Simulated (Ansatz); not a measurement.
# Cu: the cost of one run

Computed with Ansatz 0.2.0 (DFT PBE, scalar-relativistic, plane waves, PAW, unless a step's input says otherwise).

## 1. The starting structure

It takes space group C2/m (No. 12, monoclinic). Conventional cell: a = 14.905 Å, b = 3.615 Å, c = 20.576 Å, α = 90.00°, β = 90.00°, γ = 90.00°. Around Cu (site symmetry m) lie 6 Cu at 2.56 Å. Around Cu (site symmetry m) lie 8 Cu at 2.56 Å. Cu (site symmetry m) is surrounded by 9 Cu at 2.56 Å. Cu (site symmetry m) is surrounded by 11 Cu at 2.56 Å. Around Cu (site symmetry m) lie 12 Cu at 2.56 Å.

Structure file:

```
Cu
1.0
     7.45251    1.80750    0.00000
     0.00000    3.61500    0.00000
     0.00000    0.00000   20.57575
Cu
16
Direct
  0.00000 0.00000 0.34021
  0.76471 0.61765 0.36151
  0.52941 0.23529 0.38282
  0.29412 0.85294 0.40412
  0.05882 0.47059 0.42543
  0.82353 0.08824 0.44674
  0.58824 0.70588 0.46804
  0.35294 0.32353 0.48935
  0.11765 0.94118 0.51065
  0.88235 0.55882 0.53196
  0.64706 0.17647 0.55326
  0.41176 0.79412 0.57457
  0.17647 0.41176 0.59588
  0.94118 0.02941 0.61718
  0.70588 0.64706 0.63849
  0.47059 0.26471 0.65979
```

## 2. Relaxing the atoms: Cu16 slab, no spin

The input, input.yaml:

```yaml
crystal:
  lattice:
    - [7.4525134183, 1.8075, 0.0]
    - [0.0, 3.615, 0.0]
    - [0.0, 0.0, 20.5757471338]
  atoms:
    - { symbol: Cu, position: [0.0, 0.0, 0.3402063582] }
    - { symbol: Cu, position: [0.7647058824, 0.6176470588, 0.3615121771] }
    - { symbol: Cu, position: [0.5294117647, 0.2352941176, 0.382817996] }
    - { symbol: Cu, position: [0.2941176471, 0.8529411765, 0.4041238149] }
    - { symbol: Cu, position: [0.0588235294, 0.4705882353, 0.4254296338] }
    - { symbol: Cu, position: [0.8235294118, 0.0882352941, 0.4467354527] }
    - { symbol: Cu, position: [0.5882352941, 0.7058823529, 0.4680412716] }
    - { symbol: Cu, position: [0.3529411765, 0.3235294118, 0.4893470905] }
    - { symbol: Cu, position: [0.1176470588, 0.9411764706, 0.5106529095] }
    - { symbol: Cu, position: [0.8823529412, 0.5588235294, 0.5319587284] }
    - { symbol: Cu, position: [0.6470588235, 0.1764705882, 0.5532645473] }
    - { symbol: Cu, position: [0.4117647059, 0.7941176471, 0.5745703662] }
    - { symbol: Cu, position: [0.1764705882, 0.4117647059, 0.5958761851] }
    - { symbol: Cu, position: [0.9411764706, 0.0294117647, 0.617182004] }
    - { symbol: Cu, position: [0.7058823529, 0.6470588235, 0.6384878229] }
    - { symbol: Cu, position: [0.4705882353, 0.2647058824, 0.6597936418] }
scf:
  occupations: { method: gaussian, width: 0.1 }
output:
  forces: true
  stress: false
  write_density: true
  write_potential: true
  elf: true
  volumetric_format: npy
kpoints:
  mp_grid: { grid: [12, 12, 1] }
hamiltonian:
  xc: pbe
relax:
  f_tol: 0.005
```

The run is started by

```sh
$ ansatz run input.yaml --threads 8 --pin off --max-ram 20480MiB --backend cpu --events-out ev --progress --plain --runs-dir out
```

**Question.** How long does this run take on 8 threads of Arm Neoverse V1, shared host, and how much memory does it need?

About 4.8 min, with a peak of 5.7 GiB.
